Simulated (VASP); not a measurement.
Wanted: the native input for a VASP 6.6.1 run.

* Task: core levels
* Functional: PBEsol
* Potentials or basis: VASP PAW PBE potentials, release 64 (Ti_sv, O)
* Cutoff: 520 eV
* k mesh: 8 × 8 × 8
* Occupations: fermi-dirac, width 0.02 eV
* Spin: no spin polarisation
* Further INCAR settings: ALGO = Normal; EDIFF = 1e-07

The structure of TiO2 (Anatase) lies in POSCAR:

```
TiO2
1.0
   -1.8921000000      1.8921000000      4.7573000000
    1.8921000000     -1.8921000000      4.7573000000
    1.8921000000      1.8921000000     -4.7573000000
Ti O
2 4
Direct
    0.0000000000      0.0000000000      0.0000000000
    0.7500000000      0.2500000000      0.5000000000
    0.2081000000      0.2081000000      0.0000000000
    0.9581000000      0.4581000000      0.5000000000
    0.5419000000      0.0419000000      0.5000000000
    0.7919000000      0.7919000000      0.0000000000
```

These files were run (other wordings do the same):

INCAR

```
SYSTEM = TiO2
PREC = Accurate
ENCUT = 520
EDIFF = 1E-7
ISMEAR = -1
SIGMA = 0.02
LREAL = .False.
LASPH = .True.
NELM = 100
ALGO = Normal
ISIF = 2
LWAVE = .False.
LCHARG = .False.
GGA = PS
ICORELEVEL = 1
```

KPOINTS

```
regular mesh
0
Gamma
  8 8 8
  0 0 0
```

Potentials or basis: VASP PAW PBE potentials, release 64 (Ti_sv, O).

Launch:

```bash
$ cat potpaw_PBE.64/Ti_sv/POTCAR potpaw_PBE.64/O/POTCAR > POTCAR
$ mpirun -np 1 vasp_std > vasp.out
```

Results of the run:

```yaml
Pressure: -0.4 GPa
Largest_force: 0.012 eV/Å
Band_gap_on_the_k_mesh: 2.09 eV, indirect (least direct gap 2.40 eV)
```

Caveat: the PAW data sets were made with another functional, which shifts forces and pressure a little.

Run time: 2.4 min on 1 thread of Intel(R) Xeon(R) Platinum 8488C (Sapphire Rapids), with other jobs on the host, peak memory 0.29 GiB.
